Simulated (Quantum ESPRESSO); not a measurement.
The system is TiB2.

```xyz
3
Lattice="3.0292 0.0000 0.0000 -1.5146 2.6234 0.0000 0.0000 0.0000 3.2284" Properties=species:S:1:pos:R:3 pbc="T T T"
Ti    0.0000    0.0000    0.0000
B     1.5146    0.8745    1.6142
B     0.0000    1.7489    1.6142
```

```yaml
Program: Quantum ESPRESSO 7.5
Task: phonons
Functional: PBE
Dispersion: D2
Potentials_or_basis: GBRV 1.5 PBE
Cutoff: 612 eV
Density_cutoff: 4898 eV
k_mesh: 8 × 8 × 7
Occupations: cold, width 0.2 eV
Spin: no spin polarisation
Mixing_beta: 0.5
Most_SCF_iterations: 120
SCF_threshold: 6e-10 Ry
```

The cell and the atoms were relaxed first, to 8.34 Å³/atom (a = 3.017 Å, b = 3.017 Å, c = 3.176 Å, α = 90.00°, β = 90.00°, γ = 120.00°), and the response was taken there.

```
Ti B
1.0
     3.01694    0.00000    0.00000
    -1.50847    2.61274    0.00000
     0.00000    0.00000    3.17601
Ti B
1 2
Direct
  0.00000 0.00000 0.00000
  0.66667 0.33333 0.50000
  0.33333 0.66667 0.50000
```

Task: Which optical modes does the crystal have at the zone centre, and which show in infrared and Raman spectra?

Result: The optical modes are E1u + A2u + B1g + E2g. Infrared active: E1u + A2u. Raman active: E2g.

Optical modes at Γ, degenerate ones joined:
| cm⁻¹ | components | symmetry | active in |
| --- | --- | --- | --- |
| 524 | 2 | E1u | IR |
| 532 | 1 | A2u | IR |
| 555 | 1 | B1g | silent |
| 900 | 2 | E2g | Raman |

Caveat: the mesh is thin for the phonons of a metal; pairwise dispersion overbinds metals, which lowers pressure and volume.
